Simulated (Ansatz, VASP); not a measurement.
**SnTe in VASP and in Ansatz**

```
Sn Te
1.0
     0.00000    3.50148    3.50148
     3.50148    0.00000    3.50148
     3.50148    3.50148    0.00000
Sn Te
1 1
Cartesian
  0.0000 0.0000 0.0000
  5.2522 5.2522 5.2522
```

Alike in both runs: functional LDA; k mesh 6 × 6 × 6; occupations fermi-dirac, width 0.05 eV; no spin polarisation.

Ansatz relaxed the structure, and its values are those at the end. VASP's run is a single point on that final structure, the one shown.

```csv
,VASP,Ansatz
version,VASP 6.6.1,Ansatz 0.2.0
potentials or method,"VASP PAW LDA potentials, release 64 (Sn_d, Te)","plane waves, PAW"
plane-wave cutoff (eV),520,420
valence electrons in the cell,20,30
```

Ansatz gave:

```
pressure (GPa) : 0.0
```

Q: Estimate VASP's values.

A: Pressure (GPa): 0.1.

The two sets of potentials don't hold the same shells in valence.

Spin-orbit coupling is left out, which matters for the levels of Te.
